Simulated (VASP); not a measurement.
Crystal: PbSe.

```xyz
2
Lattice="3.7843 0.0000 0.0000 0.0000 3.7843 0.0000 0.0000 0.0000 3.7843" Properties=species:S:1:pos:R:3 pbc="T T T"
Pb    0.0000    0.0000    0.0000
Se    1.8922    1.8922    1.8922
```

Measurements of this composition are mostly on another form, of space group No. 225.

* Program: VASP 6.6.1
* Task: single point
* Functional: PBEsol
* Potentials or basis: VASP PAW PBE potentials, release 64 (Pb_d, Se)
* Cutoff: 900 eV
* k mesh: 9 × 9 × 9
* Occupations: gaussian, width 0.02 eV
* Spin: no spin polarisation

On this cell: pressure -2.8 GPa; largest force zero by symmetry; band gap on the k mesh none (metal or under the smearing width).

The same run follows on a disturbed copy (grid = ENCUT=900 k=9x9x9 ISMEAR=0 SIGMA=0.02 PREC=Accurate EDIFF=1e-08 LREAL=False ADDGRID=False LASPH=True; atoms moved at random, drawn with an rms of 0.1 Å):

```
Pb Se
1.0
     3.78432    0.00000    0.00000
     0.00000    3.78432    0.00000
     0.00000    0.00000    3.78432
Pb Se
1 1
Direct
  0.04998 0.03042 0.02683
  0.48577 0.49159 0.48821
```

Problem. What changes?

Solution. The energy (extrapolated to zero smearing) moves by -20.1 meV/atom; pressure -1.8 GPa; largest force 0.158 eV/Å; band gap on the k mesh none (metal or under the smearing width).

Forces on the atoms (eV/Å):
```
Pb   0.108  0.081  0.081
Se  -0.108 -0.081 -0.081
```

Stress tensor (GPa, compression positive):
```
-1.59  0.45  0.44
 0.45 -1.90  0.30
 0.44  0.30 -1.90
```

The energy falls, though the first cell shows no forces: that form is unstable against this distortion, unless noise or another electronic state is at work.

Caveats: the PAW data sets were made with another functional, which shifts forces and pressure a little.
